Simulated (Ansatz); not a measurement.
A crystal relaxed with r2SCAN in the PAW code Ansatz has space group F-43m (No. 216) and a = 5.657 Å.

```
atom  site       x       y       z
  Xx    4a  0.0000  0.0000  0.0000
  Te    4d  0.2500  0.2500  0.7500
```

r2SCAN gives an indirect gap of 2.38 eV, from Γ to X; the least direct gap is 4.04 eV at Γ. HSE06 gives an indirect gap of 2.69 eV, from Γ to X; the least direct gap is 4.48 eV at Γ. Meshes: r2SCAN 8×8×8, HSE06 6×6×6. r2SCAN's ε∞ is 6.9 in all directions.

Q: Which element is Xx?
A. Ba
B. Sr
C. Mg
D. Be

A: D. Xx is Be: zincblende BeTe. Be has 4 Te at 2.45 Å; Te has 4 Be at 2.45 Å.

Spin-unpolarised throughout; all numbers are computed.

Spin-orbit coupling is left out, which matters wherever the heavy atoms make up the band edges.

The meshes of the hybrids are coarse, so their gaps aren't converged to the digits shown.
